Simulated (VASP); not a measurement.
# Y in VASP: notebook

One slab, Y, is run at these levels: PBE; tasks: work function, band structure.

All numbers are computed with VASP 6.6.1; they aren't measurements. Logs are shortened: lines on timing, memory, paths and dates and some standing lists are left out, and cuts for length are marked.

## (1) The slab as given

The cell holds a slab with vacuum, 4 atoms: a = 3.514 Å, b = 3.514 Å, c = 23.608 Å, α = 90.00°, β = 90.00°, γ = 120.00°.

The slab is cut from a database's or a generator's crystal, which needn't be the stable form of the element.

## (2) Work function, PBE (the (1 1 1) slab of Y, cut from the database cell, not relaxed)

Input file INCAR:

```
SYSTEM = Y
  PREC = Accurate
  ENCUT = 520
  EDIFF = 1E-6
  ISMEAR = 0
  SIGMA = 0.05
  LREAL = .False.
  LASPH = .True.
  NELM = 60
  ALGO = Normal
  ISIF = 2
  LWAVE = .False.
  LCHARG = .True.
  LDIPOL = .True.
  IDIPOL = 3
  DIPOL = 0.5 0.5 0.500
  GGA = PE
  LELF = .True.
  LVHAR = .True.
  LVACPOTAV = .True.
```

Input file KPOINTS:

```
regular mesh
0
Gamma
  9 9 1
  0 0 0
```

Input file POSCAR:

```
Y
1.0
    3.5143207025      0.0000000000      0.0000000000
   -1.7571603512      3.0434910054      0.0000000000
    0.0000000000      0.0000000000     23.6082925136
Y
4
Direct
    0.6666666667      0.3333333333      0.3176849828
    0.3333333333      0.6666666667      0.4392283276
    0.0000000000      0.0000000000      0.5607716724
    0.6666666667      0.3333333333      0.6823150172
```

Potentials or basis: VASP PAW PBE potentials, release 64 (Y_sv).

Launch:

```sh
> cat potpaw_PBE.64/Y_sv/POTCAR > POTCAR
> mpirun -np 1 vasp_std > vasp.out
```

OUTCAR:

```text
SYSTEM = Y
   PREC = Accurate
   ENCUT = 520
   EDIFF = 1E-6
   ISMEAR = 0
   LREAL = .False.
   LASPH = .True.
   NELM = 60
   ISIF = 2
   GGA = PE

 ion  position               nearest neighbor table
   1  0.667  0.333  0.318-   2 3.51   2 3.51   2 3.51
   2  0.333  0.667  0.439-   3 3.51   1 3.51   1 3.51   3 3.51   3 3.51   1 3.51
   3  0.000  0.000  0.561-   4 3.51   2 3.51   4 3.51   2 3.51   4 3.51   2 3.51
   4  0.667  0.333  0.682-   3 3.51   3 3.51   3 3.51

  LATTYP: Found a hexagonal cell.
 ALAT       =     3.5143207025
 C/A-ratio  =     6.7177399310

  Lattice vectors:

 A1 = (   3.5143207025,   0.0000000000,   0.0000000000)
 A2 = (  -1.7571603512,   3.0434910054,   0.0000000000)
 A3 = (   0.0000000000,   0.0000000000,  23.6082925136)

Analysis of symmetry for initial positions (statically):
=====================================================================
 Subroutine PRICEL returns:
 Original cell was already a primitive cell.

 Routine SETGRP: Setting up the symmetry group for a
 hexagonal supercell.

 Subroutine GETGRP returns: Found 12 space group operations
 (whereof  6 operations were pure point group operations)
 out of a pool of 24 trial point group operations.

The static configuration has the point symmetry C_3v.
 The point group associated with its full space group is D_3d.

Analysis of symmetry for dynamics (positions and initial velocities):
=====================================================================
 Subroutine PRICEL returns:
 Original cell was already a primitive cell.

 Routine SETGRP: Setting up the symmetry group for a
 hexagonal supercell.

 Subroutine GETGRP returns: Found 12 space group operations
 (whereof  6 operations were pure point group operations)
 out of a pool of 24 trial point group operations.

The dynamic configuration has the point symmetry C_3v.
 The point group associated with its full space group is D_3d.

 Subroutine INISYM returns: Found 12 space group operations
 (whereof  6 operations are pure point group operations),
 and found     1 'primitive' translations

----------------------------------------------------------------------------------------

                                     Primitive cell

  volume of cell :     252.5097

  direct lattice vectors                    reciprocal lattice vectors
     3.514320703  0.000000000  0.000000000     0.284550013  0.164285026  0.000000000
    -1.757160351  3.043491005  0.000000000     0.000000000  0.328570053  0.000000000
     0.000000000  0.000000000 23.608292514     0.000000000  0.000000000  0.042357998

  length of vectors
     3.514320703  3.514320702 23.608292514     0.328570053  0.328570053  0.042357998

  position of ions in fractional coordinates (direct lattice)
     0.666666667  0.333333333  0.317684983
     0.333333333  0.666666667  0.439228328
     0.000000000  0.000000000  0.560771672
     0.666666667  0.333333333  0.682315017

  ion indices of the primitive-cell ions
   primitive index   ion index
                 1           1
                 2           2
                 3           3
                 4           4

----------------------------------------------------------------------------------------

 KPOINTS: regular mesh

Automatic generation of k-mesh.
 Grid dimensions read from file:
 generate k-points for:    9    9    1

 Generating k-lattice:

  Cartesian coordinates                     Fractional coordinates (reciprocal lattice)
     0.031616668  0.018253892  0.000000000     0.111111111 -0.000000000  0.000000000
     0.000000000  0.036507784  0.000000000     0.000000000  0.111111111  0.000000000
     0.000000000  0.000000000  0.042357998     0.000000000  0.000000000  1.000000000

  Length of vectors
     0.036507784  0.036507784  0.042357998

  Shift w.r.t. Gamma in fractional coordinates (k-lattice)
     0.000000000  0.000000000  0.000000000

 Subroutine IBZKPT returns following result:
 ===========================================

 Found     12 irreducible k-points:

 Following reciprocal coordinates:
            Coordinates               Weight
  0.000000  0.000000  0.000000      1.000000
  0.111111  0.000000  0.000000      6.000000
  0.222222 -0.000000  0.000000      6.000000
  0.333333 -0.000000  0.000000      6.000000
  0.444444 -0.000000  0.000000      6.000000
  0.111111  0.111111  0.000000      6.000000
  0.222222  0.111111  0.000000     12.000000
  0.333333  0.111111  0.000000     12.000000
  0.444444  0.111111  0.000000      6.000000
  0.222222  0.222222  0.000000      6.000000
  0.333333  0.222222  0.000000     12.000000
  0.333333  0.333333  0.000000      2.000000
   k-points           NKPTS =     12   k-points in BZ     NKDIM =     12   number of bands    NBANDS=     26
   number of dos      NEDOS =    301   number of ions     NIONS =      4
   total plane-waves  NPLWV = 141120
   dimension x,y,z NGX =    28 NGY =   28 NGZ =  180
   dimension x,y,z NGXF=    56 NGYF=   56 NGZF=  360
   ions per type =               4
   NGX,Y,Z   is equivalent  to a cutoff of  13.25, 13.25, 12.68 a.u.
   NGXF,Y,Z  is equivalent  to a cutoff of  26.49, 26.49, 25.35 a.u.
 SYSTEM =  Y
   PREC   = accura    normal or accurate (medium, high low for compatibility)
   ISTART =      0    job   : 0-new  1-cont  2-samecut
   ICHARG =      2    charge: 1-file 2-atom 10-const
   ISPIN  =      1    spin polarized calculation?
   LNONCOLLINEAR =      F non collinear calculations
   LSORBIT =      F    spin-orbit coupling
   LASPH  =      T    aspherical Exc in radial PAW
   ENCUT  =  520.0 eV  38.22 Ry    6.18 a.u.   6.53  6.53 43.90*2*pi/ulx,y,z
   NELM   =     60;   NELMIN=  2; NELMDL= -5     # of ELM steps
   EDIFF  = 0.1E-05   stopping-criterion for ELM
   LREAL  =      F    real-space projection
   EDIFFG = 0.1E-04   stopping-criterion for IOM
   NSW    =      0    number of steps for IOM
   IBRION =     -1    ionic relax: 0-MD 1-quasi-New 2-CG
   NFREE  =      0    steps in history (QN), initial steepest desc. (CG)
   ISIF   =      2    stress and relaxation
   ISYM   =      2    0-nonsym 1-usesym 2-fastsym
   POTIM  = 0.5000    time-step for ionic-motion
   TEBEG  =    0.0;   TEEND  =   0.0 temperature during run
   PSTRESS=    0.0 pullay stress
   NELECT =      44.0000    total number of electrons
   NUPDOWN=      -1.0000    fix difference up-down
   EMIN   =  10.00;   EMAX   =-10.00  energy-range for DOS
   EFERMI =   0.00;   METHOD = LEGACY
   ISMEAR =     0;   SIGMA  =   0.05  broadening in eV -4-tet -1-fermi 0-gaus
   EFERMI_NEDOS =   21; number of points for ismear=-14 and -15
   IALGO  =     38    algorithm
   IMIX   =      4    mixing-type and parameters
     AMIX     =   0.40;   BMIX     =  1.00
     AMIX_MAG =   1.60;   BMIX_MAG =  1.00
  volume/ion in A,a.u.               =      63.13       426.00
  Fermi-wavevector in a.u.,A,eV,Ry     =   0.914393  1.727953 11.376038  0.836115
  Thomas-Fermi vector in A             =   2.039015
   LORBIT       =      0    0 simple, 1 ext, 2 COOP (PROOUT), +10 PAW based schemes
   GGA     = PE    functional components
   LHFCALC =     F    Hartree Fock is set to
   AEXX    =    0.0000 exact exchange contribution
   IVDW    =     0    specifies the selected vdW correction
   LEPSILON=     F    determine dielectric tensor
   LRPA    =     F    only Hartree local field effects (RPA)
 non-spin polarized calculation
 Gauss-broadening in eV      SIGMA  =   0.05
  energy-cutoff  :      520.00
  volume of cell :      252.51
 maximum number of plane-waves:      6863
 NGX is ok and might be reduce to    28
   NGX = 13   NGY = 13   NGZ = 87

 dipolmoment           0.000000      0.000000     -0.000000 electrons x Angstroem

 number of electron      44.0000000 magnetization

 dipolmoment           0.000000      0.000000      0.000000 electrons x Angstroem

 Free energy of the ion-electron system (eV)
  ---------------------------------------------------
  ext. energy  EPLUGINS =         0.00000000
  ---------------------------------------------------
  free energy    TOTEN  =       -24.26119021 eV

  energy without entropy =      -24.24446063  energy(sigma->0) =      -24.25282542

 E-fermi :   0.1378     XC(G=0):  -5.4957

 val. band max:        0.1329988674   @ k =   0.4444  -0.0000   0.0000
 cond. band min:       0.1393459224   @ k =   0.4444   0.1111   0.0000
 fundamental gap:      0.0063470550
 Fermi energy:         0.1378352595

 k-point     1 :       0.0000    0.0000    0.0000
  band No.  band energies     occupation
      1     -42.8233      2.00000
      2     -42.8232      2.00000
      3     -42.3158      2.00000
      4     -42.2736      2.00000
      5     -22.9447      2.00000
      6     -22.9205      2.00000
[... 18 lines left out ...]
     25       1.6991      0.00000
     26       1.8259      0.00000

 k-point     2 :       0.1111    0.0000    0.0000
  band No.  band energies     occupation
      1     -42.8169      2.00000
      2     -42.8168      2.00000
      3     -42.3083      2.00000
      4     -42.2683      2.00000
      5     -22.9299      2.00000
      6     -22.9101      2.00000
[... 18 lines left out ...]
     25       1.4695      0.00000
     26       1.5506      0.00000

 k-point     3 :       0.2222   -0.0000    0.0000
  band No.  band energies     occupation
      1     -42.8005      2.00000
      2     -42.8005      2.00000
      3     -42.2889      2.00000
      4     -42.2552      2.00000
      5     -22.8945      2.00000
      6     -22.8848      2.00000
[... 224 lines left out ...]
 k-point    11 :       0.3333    0.2222    0.0000
  band No.  band energies     occupation
      1     -42.7643      2.00000
      2     -42.7643      2.00000
      3     -42.2407      2.00000
      4     -42.2312      2.00000
      5     -22.9631      2.00000
      6     -22.9617      2.00000
[... 18 lines left out ...]
     25       0.6304      0.00000
     26       0.7495      0.00000

 k-point    12 :       0.3333    0.3333    0.0000
  band No.  band energies     occupation
      1     -42.7610      2.00000
      2     -42.7610      2.00000
      3     -42.2327      2.00000
      4     -42.2327      2.00000
      5     -22.8913      2.00000
      6     -22.8913      2.00000
[... 18 lines left out ...]
     25       0.5686      0.00000
     26       0.6894      0.00000

------------------------ aborting loop because EDIFF is reached ----------------------------------------

  FORCE on cell =-STRESS in cart. coord.  units (eV):
  Direction    XX          YY          ZZ          XY          YZ          ZX
  --------------------------------------------------------------------------------------
  -------------------------------------------------------------------------------------
  Total        1.0233553      1.0233553      0.2957507      0.0000000      0.0000000     -0.0000000
  in kB        6.4932035      6.4932035      1.8765427      0.0000000      0.0000000     -0.0000000
  external PRESSURE =       4.9543165 kB  Pullay stress =       0.0000000 kB

 VOLUME and BASIS-vectors are now :
 -----------------------------------------------------------------------------
  energy-cutoff  :      520.00
  volume of cell :      252.51
      direct lattice vectors                 reciprocal lattice vectors
     3.514320703  0.000000000  0.000000000     0.284550013  0.164285026  0.000000000
    -1.757160351  3.043491005  0.000000000     0.000000000  0.328570053  0.000000000
     0.000000000  0.000000000 23.608292514     0.000000000  0.000000000  0.042357998

 POSITION                                       TOTAL-FORCE (eV/Angst)
 -----------------------------------------------------------------------------------
      1.75716      1.01450      7.50000         0.000000     -0.000000      0.031497
     -0.00000      2.02899     10.36943         0.000000      0.000000     -0.200414
      0.00000      0.00000     13.23886         0.000000     -0.000000      0.200414
      1.75716      1.01450     16.10829        -0.000000      0.000000     -0.031497
 -----------------------------------------------------------------------------------
    total drift:                               -0.000000      0.000000      0.000002

  FREE ENERGIE OF THE ION-ELECTRON SYSTEM (eV)
  ---------------------------------------------------
  free  energy   TOTEN  =       -24.2611902072 eV

  energy  without entropy=      -24.2444606326  energy(sigma->0) =      -24.25282542

 vacuum level on the upper side and lower side of the slab         3.340         3.340
```

It took 5.7 min on 1 thread of AMD EPYC 7R43 (Zen 3), shared host; peak memory 0.33 GiB.

What came out:

```yaml
Free_energy: -24.2612 eV
Largest_force: 0.200 eV/Å
Band_gap_on_the_k_mesh: none (metal or under the smearing width)
Work_function_of_the_upper_face: 3.20 eV
Work_function_of_the_lower_face: 3.20 eV
```

Forces on the atoms (eV/Å):
```
Y    0.000  0.000  0.031
Y    0.000  0.000 -0.200
Y    0.000  0.000  0.200
Y    0.000  0.000 -0.031
```

## (3) Band structure, PBE

Input file INCAR:

```
SYSTEM = Y
  PREC = Accurate
  ENCUT = 520
  EDIFF = 1E-6
  ISMEAR = -1
  SIGMA = 0.05
  LREAL = .False.
  LASPH = .True.
  NELM = 100
  ALGO = Normal
  ISIF = 2
  LWAVE = .False.
  LCHARG = .False.
  LMAXMIX = 4
  LDIPOL = .True.
  IDIPOL = 3
  DIPOL = 0.5 0.5 0.500
  GGA = PE
```

Input file KPOINTS:

```
Automatic mesh
0
Gamma
  7 7 1
  0 0 0
```

POSCAR is that of step 2.

Input file KPOINTS_OPT:

```
path GMKGALHA,LM,KH
15
line-mode
reciprocal
 0.0000000000  0.0000000000  0.0000000000  G
 0.5000000000  0.0000000000  0.0000000000  M

 0.5000000000  0.0000000000  0.0000000000  M
 0.3333333333  0.3333333333  0.0000000000  K

 0.3333333333  0.3333333333  0.0000000000  K
 0.0000000000  0.0000000000  0.0000000000  G

 0.0000000000  0.0000000000  0.0000000000  G
 0.0000000000  0.0000000000  0.5000000000  A

 0.0000000000  0.0000000000  0.5000000000  A
 0.5000000000  0.0000000000  0.5000000000  L

 0.5000000000  0.0000000000  0.5000000000  L
 0.3333333333  0.3333333333  0.5000000000  H

 0.3333333333  0.3333333333  0.5000000000  H
 0.0000000000  0.0000000000  0.5000000000  A

 0.5000000000  0.0000000000  0.5000000000  L
 0.5000000000  0.0000000000  0.0000000000  M

 0.3333333333  0.3333333333  0.0000000000  K
 0.3333333333  0.3333333333  0.5000000000  H
```

Potentials or basis: VASP PAW PBE potentials, release 64 (Y_sv).

Launch:

```sh
> cat potpaw_PBE.64/Y_sv/POTCAR > POTCAR
> mpirun -np 1 vasp_std > vasp.out
```

Wall time 24 min (1 thread of AMD EPYC 7R43 (Zen 3), shared host); peak memory 0.3 GiB.

Results (log left out):

- Free energy: -24.3009 eV
- Largest force: 0.242 eV/Å
- Band gap along the path: none (metal or under the smearing width)

Forces on the atoms (eV/Å):
```
Y    0.000  0.000  0.029
Y    0.000  0.000 -0.242
Y    0.000  0.000  0.242
Y    0.000  0.000 -0.029
```

Levels at the corners of the path, in eV from the Fermi level:
```tsv
point	band 18	band 19	band 20	band 21	band 22	band 23	band 24	band 25	band 26
Γ	-3.92	-3.06	-2.28	0.10	0.12	0.67	0.88	1.56	1.72
M	-1.70	-1.40	-1.38	-0.81	-0.52	-0.01	0.71	0.90	1.27
M	-1.70	-1.40	-1.38	-0.81	-0.52	-0.01	0.71	0.90	1.27
K	-0.57	-0.51	-0.51	-0.47	-0.11	0.02	0.41	0.42	0.54
K	-0.57	-0.51	-0.51	-0.47	-0.11	0.02	0.41	0.42	0.54
Γ	-3.92	-3.06	-2.28	0.10	0.12	0.67	0.88	1.57	1.68
Γ	-3.92	-3.06	-2.28	0.10	0.12	0.67	0.88	1.56	1.72
A	-3.92	-3.06	-2.28	0.10	0.12	0.67	0.88	1.59	1.68
A	-3.92	-3.06	-2.28	0.10	0.12	0.67	0.88	1.56	1.69
L	-1.70	-1.40	-1.38	-0.81	-0.52	-0.01	0.71	0.90	1.27
L	-1.70	-1.40	-1.38	-0.81	-0.52	-0.01	0.71	0.90	1.27
H	-0.57	-0.51	-0.51	-0.47	-0.11	0.02	0.41	0.42	0.54
H	-0.57	-0.51	-0.51	-0.47	-0.11	0.02	0.41	0.41	0.54
A	-3.92	-3.06	-2.28	0.10	0.12	0.67	0.88	1.56	1.69
L	-1.70	-1.40	-1.38	-0.81	-0.52	-0.01	0.71	0.90	1.29
M	-1.70	-1.40	-1.38	-0.81	-0.52	-0.01	0.71	0.90	1.31
K	-0.57	-0.51	-0.51	-0.47	-0.11	0.02	0.41	0.43	0.54
H	-0.57	-0.51	-0.51	-0.47	-0.11	0.02	0.41	0.42	0.54
```
